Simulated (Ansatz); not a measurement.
What does this script print? It uses Ansatz 0.2.0 through its Python package.

The script, `pdos.py`:
```python
"""Which atoms and shells make the states of SiC."""

from dataclasses import dataclass

import ansatz as az
import numpy as np


@dataclass
class Options:
    smearing: str = "fixed"
    mesh: tuple[int, ...] = (12, 12, 2)
    cutoff_ev: int = 510
    max_iterations: int = 80
    extra_bands: int = 22


opts = Options()

system = (
    az.Lattice.from_parameters(3.075694, 3.075694, 10.070646, alpha=90.0, beta=90.0, gamma=120.0)
    .atom("Si", (2 / 3, 1 / 3, 0.937842))
    .atom("Si", (1 / 3, 2 / 3, 0.437842))
    .atom("Si", (0.0, 0.0, 0.687894))
    .atom("Si", (0.0, 0.0, 0.187894))
    .atom("C", (2 / 3, 1 / 3, 0.749803))
    .atom("C", (1 / 3, 2 / 3, 0.249803))
    .atom("C", (0.0, 0.0, 0.50046))
    .atom("C", (0.0, 0.0, 0.00046))
)

setup = (
    system.calculation()
    .occupations(opts.smearing)
    .functional(az.Functional.PBESOL)
    .kpoints(mesh=opts.mesh)
    .basis(opts.cutoff_ev)
    .scf(max_iterations=opts.max_iterations)
    .scf(extra_bands=opts.extra_bands)
    .density_of_states(projected=True, energy_step=0.05)
)
history = []
outcome = setup.session().plan().execute(on_event=lambda event: history.append(event["data"]["dr2_ev"]) if event["event"] == "scf_iter" else None)
rep = outcome.report
print("density residual by iteration (eV):", " ".join(f"{value:.1e}" for value in history[:40]))

dos = outcome.density_of_states()
energy = np.asarray(dos.energies_ev) - dos.fermi_ev
curves = {}
for site in outcome.projected_density_of_states().sites:
    for shell in site.shells:
        weight = sum(np.sum(curve.g_bin_mean_per_ev, axis=0) for curve in shell.curves)
        name = f"{site.species} {shell.label}"
        curves[name] = curves.get(name, 0) + weight

print("E-EF   " + " ".join(f"{name:>8s}" for name in curves))
for e in np.arange(-10, 6 + 0.1, 0.5):
    print(f"{e:5.1f}  " + " ".join(f"{np.interp(e, energy, g):8.3f}" for g in curves.values()))
```

`python pdos.py` gives:
```text
density residual by iteration (eV): 7.4e-02 4.2e-03 3.7e-04 3.9e-05 2.2e-06 1.4e-07 1.4e-08
E-EF      Si 3S    Si 3P     C 2S     C 2P
-10.0     0.000    0.000    0.000    0.000
 -9.5     0.000    0.000    0.000    0.000
 -9.0     0.000    0.000    0.000    0.000
 -8.5     0.021    0.027    0.002    0.049
 -8.0     0.490    0.373    0.067    0.950
 -7.5     1.007    0.610    0.155    1.756
 -7.0     0.960    0.631    0.320    1.858
 -6.5     0.407    0.451    0.283    1.089
 -6.0     0.214    0.388    0.217    0.820
 -5.5     0.175    0.550    0.152    0.985
 -5.0     0.187    0.707    0.170    1.279
 -4.5     0.255    1.188    0.200    2.197
 -4.0     0.219    0.991    0.165    1.949
 -3.5     0.152    0.860    0.119    1.782
 -3.0     0.141    1.343    0.109    2.819
 -2.5     0.118    1.062    0.102    2.633
 -2.0     0.081    1.139    0.076    3.150
 -1.5     0.051    0.981    0.055    3.356
 -1.0     0.021    0.470    0.016    2.117
 -0.5     0.008    0.164    0.010    1.248
  0.0     0.000    0.002    0.000    0.031
  0.5     0.000    0.000    0.000    0.000
  1.0     0.000    0.000    0.000    0.000
  1.5     0.000    0.000    0.000    0.000
  2.0     0.000    0.000    0.000    0.000
  2.5     0.030    0.243    0.133    0.047
  3.0     0.064    0.553    0.258    0.154
  3.5     0.118    1.101    0.317    0.475
  4.0     0.082    0.707    0.185    0.304
  4.5     0.231    0.751    0.215    0.309
  5.0     0.307    1.071    0.255    0.475
  5.5     0.473    1.236    0.369    0.545
  6.0     0.595    1.315    0.386    0.631
```

Notes:
- Semilocal gaps usually lie well under measured ones.
- Under fixed occupations the level called the Fermi level is the highest filled one on the SCF mesh; off the mesh a filled band can lie a little above it.
- The crystal has a gap of about 2.12 eV on the mesh; bins of finite width blur the band edges.
- This cell is a computed structure, which may not be the phase found in nature.
- Curves are summed over the cell's atoms. Only shells that the potentials hold have channels, so projections don't add up to the total, least of all where a shell is missing (p of most metals); heights and places of peaks move with the mesh.
- The density of states is complete only as far up as bands were computed.
- Processor time in the engine: 7.5 s on 1 thread of Intel(R) Xeon(R) Processor @ 2.30GHz (shared host), peak memory 0.57 GiB.
